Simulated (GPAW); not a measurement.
Runs of GPAW 26.7.0 on ZnO (zincite). The structure is hexagonal, space group P6_3mc (No. 186). Conventional cell: a = 3.249 Å, b = 3.249 Å, c = 5.206 Å, α = 90.00°, β = 90.00°, γ = 120.00°. Zn (site symmetry 3m) is surrounded by 4 O at 1.97 to 1.98 Å. Around O (site symmetry 3m) lie 4 Zn at 1.97 to 1.98 Å. 

```tsv
task	level	potentials or basis	cell	eigensolver	band path	band points	optimizer	fmax	gap on the mesh (eV)	pressure (GPa)	relaxed volume (Å³/atom)	largest force (eV/Å)
band structure	BLYP	PAW data sets generated in the run's folder for this functional, pw	as given	davidson	GMKGALHA,LM,KH	80	-	-	0.94	7.3	-	(c)
single point	TB-mBJ	GPAW PAW data sets for LDA (gpaw-data 1.2.1), pw	as given	-	-	-	-	-	(b)	-	-	-
band structure	TPSS	GPAW PAW data sets (gpaw-data 1.2.1), pw	as given	davidson	GMKGALHA,LM,KH	60	-	-	0.70	3.9	-	0.08
relaxation of cell and atoms	BP86	PAW data sets generated in the run's folder for this functional, pw	relaxed	-	-	-	LBFGS	0.02 eV/Å	(a)	-0.1	12.22	0.01
band structure	revPBE	the program's PAW data sets (release 1.2.1) made for this functional, pw	as given	-	GMKGALHA,LM,KH	80	-	-	0.87	9.1	-	0.08
relaxation of cell and atoms	SOGGA	PAW data sets generated in the run's folder for this functional, pw	relaxed	-	-	-	BFGS	0.01 eV/Å	0.69	0.0	11.74	-
band structure	r2SCAN	GPAW PAW data sets (gpaw-data 1.2.1), pw	as given	-	GMKGALHA,LM,KH	80	-	-	1.24	-1.7	-	0.07
relaxation of cell and atoms	revPBE+D3	the program's PAW data sets (release 1.2.1) made for this functional, pw	relaxed to 20 GPa	-	-	-	FIRE	0.02 eV/Å	0.96	19.9	-	0.01
relaxation of cell and atoms	r4SCAN	GPAW PAW data sets (gpaw-data 1.2.1), pw	relaxed	-	-	-	LBFGS	0.02 eV/Å	1.22	0.0	11.72	0.01
band structure	LDA	the program's PAW data sets (release 1.2.1) made for this functional, pw	as given	-	GMKGALHA,LM,KH	60	-	-	0.73	-8.3	-	0.05
relaxation of cell and atoms	rSCAN+D3(BJ)	GPAW PAW data sets (gpaw-data 1.2.1), pw	relaxed to 20 GPa	-	-	-	LBFGS	0.01 eV/Å	1.44	20.0	-	-
```

Alike in all rows: no spin polarisation; k mesh 6 × 6 × 3; cutoff (eV) 800; smearing fermi-dirac 0.05 eV; the mesh is coarse, so values aren't converged.

Problem. Fill in the values left out.

Solution. (a) 0.76; (b) 2.54; (c) 0.06.

Caveats: the PAW data sets were made with another functional, which shifts forces and pressure a little (some runs); later steps reuse the first step's grids (some runs); a model potential gives levels but no total energy (some runs).

Runs at the PBE level aren't shown here.
